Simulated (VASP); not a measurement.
Wanted: the native input for a VASP 6.6.1 run.

- Task: relaxation of cell and atoms
- Functional: PBE
- Potentials or basis: VASP PAW PBE potentials, release 54 (H)
- Cutoff: 900 eV
- k mesh: 10 × 10 × 26
- Occupations: fermi-dirac, width 0.05 eV
- Spin: no spin polarisation
- Further INCAR settings: ALGO = Fast; EDIFF = 1e-07; IBRION = 2; EDIFFG = -0.005; NSW = 60; ISIF = 3

The structure of H lies in POSCAR:

```
H
1.0
    2.6496387389      0.0000000000      0.0000000000
    0.0000000000      2.6496387389      0.0000000000
    0.0000000000      0.0000000000      0.9804929200
H
1
Direct
    0.0000000000      0.0000000000      0.5000000000
```

These files were run (other wordings do the same):

INCAR

```
PREC = Accurate
ENCUT = 900
EDIFF = 1E-7
ISMEAR = -1
SIGMA = 0.05
LREAL = F
LASPH = T
NELM = 80
ALGO = Fast
ISIF = 3
LWAVE = F
LCHARG = F
GGA = PE
IBRION = 2
NSW = 60
EDIFFG = -0.005
```

KPOINTS

```
regular mesh
0
Gamma
  10 10 26
```

Potentials or basis: VASP PAW PBE potentials, release 54 (H).

Run with:

```console
$ cat potpaw_PBE.54/H/POTCAR > POTCAR
$ mpirun -np 1 vasp_std > vasp.out
```

Results of the run:

The relaxed volume is 11.15 Å³/atom and the relaxed cell is a = 3.363 Å, b = 3.363 Å, c = 0.986 Å, α = 90.00°, β = 90.00°, γ = 90.00°. The space group after relaxing (to 0.05 Å) is P4/mmm (No. 123). The energy gained by relaxing is 19.1 meV/atom. The ionic steps are 8. The pressure after relaxing is 0.0 GPa and the band gap on the k mesh is none (metal or under the smearing width).

Caveat: the volume moved by over 15 % at a fixed basis, so the end points are rough.

Wall time 28 s on 1 thread of AMD EPYC 9R45 96-Core Processor (Zen 5) (shared host), peak memory 0.1 GiB.
